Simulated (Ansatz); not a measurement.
The system is ZnS.

```xyz
2
Lattice="0.0000 2.7020 2.7020 2.7020 0.0000 2.7020 2.7020 2.7020 0.0000" Properties=species:S:1:pos:R:3 pbc="T T T"
Zn    4.0530    4.0530    4.0530
S     0.0000    0.0000    0.0000
```

| Quantity | Value |
| --- | --- |
| Program | Ansatz 0.2.0 |
| Task | relaxation of cell and atoms |
| Functional | PBE |
| Potentials or basis | all-electron LAPW, scalar-relativistic |
| Basis error allowed | 0.001 eV/atom |
| k mesh | 9 × 9 × 9 |
| Occupations | fermi-dirac, width 0.05 eV |
| Spin | no spin polarisation |

At the start: volume 19.73 Å³/atom.

Task: Where does the relaxation end?

Result: Over 4 steps the energy falls by 2.2 meV/atom and the volume is 20.16 Å³/atom (+2.2 %); space group F-43m (No. 216, to 0.05 Å).

The path:
| step | energy change (eV) | largest force (eV/Å) | volume (Å³) |
| --- | --- | --- | --- |
| 1 | 0.0000 | 0.0000 | 39.45 |
| 2 | -0.0035 | 0.0000 | 39.95 |
| 3 | -0.0044 | 0.0000 | 40.32 |
| 4 | -0.0044 | 0.0000 | 40.32 |

Final structure:
```
Zn S
1.0
     0.00000    2.72167    2.72167
     2.72167    0.00000    2.72167
     2.72167    2.72167    0.00000
Zn S
1 1
Direct
  0.75000 0.75000 0.75000
  0.00000 0.00000 0.00000
```
